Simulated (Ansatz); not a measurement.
**Li2O: response to strain**

The parent structure is Li₂O in the anti-fluorite structure (space group Fm-3m, No. 225; a = 4.5727 Å). Axes: x, y, z lie along the cube axes.

Strains are applied to the cell and any free atomic positions relax; under biaxial strain the out-of-plane vector relaxes too.

Computed with r2SCAN (Ansatz, an electronic-structure program), scalar-relativistic without spin-orbit coupling.

Candidates:
(a) biaxial strain +3.14 %, plane normal [001], relaxed out of plane
(b) biaxial strain +1.98 %, plane normal [001], relaxed out of plane
(c) isotropic strain −1.39 %
(d) uniaxial strain ε_yy = −2.20 %

Base values:

The smallest direct gap comes out as 6.20 eV.

Problem. Order them by smallest direct gap, highest first.

Solution. (c) isotropic strain −1.39 % (6.54 eV), (d) uniaxial strain ε_yy = −2.20 % (6.34 eV), (b) biaxial strain +1.98 %, plane normal [001], relaxed out of plane (5.88 eV), (a) biaxial strain +3.14 %, plane normal [001], relaxed out of plane (5.70 eV)

Stability against distortions was not tested.
